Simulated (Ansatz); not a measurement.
Crystal: In.

```
In
1.0
    -1.88253    1.88253    1.88253
     1.88253   -1.88253    1.88253
     1.88253    1.88253   -1.88253
In
1
Direct
  0.00000 0.00000 0.00000
```

This isn't the form of In at room conditions, which is tetragonal.

- Program: Ansatz 0.2.0
- Task: relaxation of cell and atoms
- Functional: PBEsol
- Potentials or basis: all-electron LAPW, scalar-relativistic
- Basis error allowed: 0.001 eV/atom
- k mesh: 10 × 10 × 10
- Occupations: fermi-dirac, width 0.05 eV
- Spin: no spin polarisation

At the start: volume 26.69 Å³/atom.

Question: Where does the relaxation end?

Answer: Over 4 steps the energy falls by 3.9 meV/atom and the volume is 25.76 Å³/atom (-3.5 %); space group Im-3m (No. 229, to 0.05 Å).

The path:
| step | energy change (eV) | largest force (eV/Å) | volume (Å³) |
| --- | --- | --- | --- |
| 1 | 0.0000 | 0.0000 | 26.69 |
| 2 | -0.0038 | 0.0000 | 25.93 |
| 3 | -0.0039 | 0.0000 | 25.76 |
| 4 | -0.0039 | 0.0000 | 25.76 |

Final structure:
```
In
1.0
    -1.86060    1.86060    1.86060
     1.86060   -1.86060    1.86060
     1.86060    1.86060   -1.86060
In
1
Direct
  0.00000 0.00000 0.00000
```
